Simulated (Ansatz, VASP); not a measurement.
## TiO in VASP and in Ansatz

```
Ti O
1.0
     2.85161    0.00000    0.00000
    -1.42580    2.46956    0.00000
     0.00000    0.00000    5.56750
Ti O
2 2
Direct
  0.33333 0.66667 0.25000
  0.66667 0.33333 0.75000
  0.00000 0.00000 0.00000
  0.00000 0.00000 0.50000
```

Alike in both runs: task single point; functional r2SCAN; k mesh 3 × 3 × 2; occupations gaussian, width 0.1 eV; no spin polarisation.

|  | VASP | Ansatz |
| --- | --- | --- |
| version | VASP 6.6.1 | Ansatz 0.2.0 |
| potentials or method | VASP PAW PBE potentials, release 64 (Ti_sv, O) | scalar-relativistic, plane waves, PAW |
| plane-wave cutoff (eV) | 520 | 500 |
| valence electrons in the cell | 36 | 36 |

Ansatz gave:

```
gap on the k mesh at the Fermi level (eV)       : none
pressure (GPa)                                  : -4.1
largest component of the traceless stress (GPa) : 0.90
```

Task: Which values does VASP return?

Result: gap on the k mesh at the Fermi level (eV): none; pressure (GPa): -2.4; largest component of the traceless stress (GPa): 1.12.

A gap of «none» marks a metal or a gap that the smearing closes. With one functional, cell and mesh, what is left measures potentials, basis and numerics.

Caveats: the k mesh is coarse (spacing up to 0.85 Å⁻¹), so the values aren't converged; the PAW data sets were made with another functional, which shifts forces and pressure a little (VASP); semilocal functionals often make such compounds metallic where correlation or magnetic order opens a gap, which also shifts bond lengths.
